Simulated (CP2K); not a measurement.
Runs of CP2K 2026.2 on MgS (Niningerite). The structure is cubic, space group Fm-3m (No. 225). The conventional cell has a = 5.203 Å, b = 5.203 Å, c = 5.203 Å, α = 90.00°, β = 90.00°, γ = 90.00°. Around S (site symmetry m-3m) lie 6 Mg at 2.60 Å. Mg (site symmetry m-3m) has 6 S at 2.60 Å as nearest neighbours. 

```tsv
level	potentials or basis	smearing	NGRIDS	points a segment of the path (NPOINTS)	bands added on the path	gap on the mesh (eV)	pressure (GPa)
PBE	POTENTIAL_UZH S GTH-PBE-q6, Mg GTH-PBE-q10; TZVP-MOLOPT-PBE-GTH basis	fermi-dirac 0.0259 eV	4	8	2	2.85	(a)
LDA	GTH_POTENTIALS S GTH-PADE-q6, Mg GTH-PADE-q10; TZVP-MOLOPT-PBE-GTH basis	fermi-dirac 0.05 eV	5	6	2	2.61	(c)
r2SCAN	POTENTIAL_UZH S GTH-SCAN-q6, Mg GTH-SCAN-q10; TZVP-MOLOPT-SCAN-GTH basis	fermi-dirac 0.1 eV	5	10	4	3.61	1.0
TB-mBJ	POTENTIAL_UZH S GTH-PBE-q6, Mg GTH-PBE-q10; TZVP-MOLOPT-PBE-GTH basis	fermi-dirac 0.05 eV	4	6	2	3.11	-
PBEsol	POTENTIAL_UZH S GTH-PBE-q6, Mg GTH-PBE-q10; TZVP-MOLOPT-PBE-GTH basis	fermi-dirac 0.01 eV	4	6	4	(b)	1.1
```

Alike in all rows: task band structure; no spin polarisation; cell as given; k mesh 9 × 9 × 9.

Estimate the missing entries.

(a) 2.7; (b) 2.73; (c) -1.6.

Caveats: the mesh misses the band edges, which the band path finds closer together; the basis of atomic orbitals isn't converged, which shifts pressures, moduli and gaps; the potentials were made for another functional, which shifts forces and pressure (some runs); this is a model potential without an energy functional, so only levels have meaning (some runs).
